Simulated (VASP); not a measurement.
ZrO2, 3 atoms in the cell. The structure is cubic, space group Fm-3m (No. 225). Conventional cell: a = 4.819 Å, b = 4.819 Å, c = 4.819 Å, α = 90.00°, β = 90.00°, γ = 90.00°. Zr (site symmetry m-3m) has 8 O at 2.09 Å as nearest neighbours. O (site symmetry -43m) is surrounded by 4 Zr at 2.09 Å. The cell was built by a generator and needn't be a form met in nature.

| Property | Result |
| --- | --- |
| Program | VASP 6.6.1 |
| Task | density of states |
| Functional | PBE |
| Potentials or basis | VASP PAW PBE potentials, release 64 (Zr_sv, O) |
| Cutoff | 520 eV |
| k mesh | 9 × 9 × 9 |
| Occupations | fermi-dirac, width 0.1 eV |
| Spin | no spin polarisation |
| Dipole correction | no |
| k mesh for the DOS | 14 × 14 × 14 |
| Occupations for the DOS | tetrahedron |
| Further INCAR settings | ALGO = Fast; EDIFF = 1e-07; NBANDS = 19 |

Potentials or basis: VASP PAW PBE potentials, release 64 (Zr_sv, O).

Run with:

```sh
$ cat potpaw_PBE.64/Zr_sv/POTCAR potpaw_PBE.64/O/POTCAR > POTCAR
$ cp INCAR.step1 INCAR
$ cp KPOINTS.step1 KPOINTS
$ mpirun -np 1 vasp_std > vasp.out
$ cp INCAR.step2 INCAR
$ cp KPOINTS.step2 KPOINTS
$ mpirun -np 1 vasp_std > vasp.out
```

Hardware: 1 thread of Intel(R) Xeon(R) 6975P-C (Granite Rapids) (shared host).

Q: How long does it take, and how much memory?

A: It took 48 s on 1 thread of Intel(R) Xeon(R) 6975P-C (Granite Rapids) (shared host), peak memory 0.18 GiB. Counts: scf iterations 12, k points 104.
